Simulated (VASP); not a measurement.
Here is a VASP 6.6.1 calculation.

The input POSCAR:

```
NaI
1.0
    0.0000000000      3.2364000000      3.2364000000
    3.2364000000      0.0000000000      3.2364000000
    3.2364000000      3.2364000000      0.0000000000
I Na
1 1
Direct
    0.5000000000      0.5000000000      0.5000000000
    0.0000000000      0.0000000000      0.0000000000
```

Contents of INCAR.step1:

```
SYSTEM = NaI
ALGO     = Fast           ! electronic algorithm
EDIFF    = 1E-8           ! SCF threshold, eV
EDIFFG   = -0.002         ! ionic threshold
ENCUT    = 600            ! plane-wave cutoff, eV
GGA      = PS             ! functional
IBRION   = 2              ! ionic algorithm
ISIF     = 3              ! what is computed and relaxed
ISMEAR   = -1             ! smearing method
LASPH    = .TRUE.         ! aspherical terms in the spheres
LCHARG   = .FALSE.        ! write CHGCAR
LREAL    = .FALSE.        ! projectors in reciprocal space
LWAVE    = .FALSE.        ! write WAVECAR
NELM     = 100            ! most SCF steps
NSW      = 40             ! ionic steps
PREC     = Accurate       ! precision mode
SIGMA    = 0.05           ! smearing width, eV
```

File INCAR.step2:

```
SYSTEM = NaI
ALGO     = Fast           ! electronic algorithm
EDIFF    = 1E-8           ! SCF threshold, eV
ENCUT    = 600            ! plane-wave cutoff, eV
GGA      = PS             ! functional
IBRION   = 6              ! ionic algorithm
ISIF     = 3              ! what is computed and relaxed
ISMEAR   = -1             ! smearing method
LASPH    = .TRUE.         ! aspherical terms in the spheres
LCHARG   = .FALSE.        ! write CHGCAR
LREAL    = .FALSE.        ! projectors in reciprocal space
LWAVE    = .FALSE.        ! write WAVECAR
NELM     = 100            ! most SCF steps
NFREE    = 2            
NSW      = 1              ! ionic steps
POTIM    = 0.015          ! step
PREC     = Accurate       ! precision mode
SIGMA    = 0.05           ! smearing width, eV
```

The input KPOINTS:

```
k-points
0
G
  5 5 5
  0 0 0
```

Potentials or basis: VASP PAW PBE potentials, release 64 (I, Na_pv).

Run with:

```sh
$ cat potpaw_PBE.64/I/POTCAR potpaw_PBE.64/Na_pv/POTCAR > POTCAR
$ cp INCAR.step1 INCAR
$ mpirun -np 1 vasp_std > vasp.out
$ cp CONTCAR POSCAR
$ cp INCAR.step2 INCAR
$ mpirun -np 1 vasp_std > vasp.out
```

Estimate the elastic constants C11, C12, C44.

36, 8, 7 GPa.

Estimate the Voigt bulk modulus.

17 GPa.

What does it give for the relaxed cell?

a = 4.531 Å, b = 4.531 Å, c = 4.531 Å, α = 60.00°, β = 60.00°, γ = 60.00°.

Elastic tensor in Voigt notation (GPa, in the Cartesian axes of the cell as first typed):
```
36  8  8  0  0  0
 8 36  8  0  0  0
 8  8 36  0  0  0
 0  0  0  7  0  0
 0  0  0  0  7  0
 0  0  0  0  0  7
```

Caveat: the PAW data sets were made with another functional, which shifts forces and pressure a little. The run has no spin-orbit coupling, so splittings on I are missing.
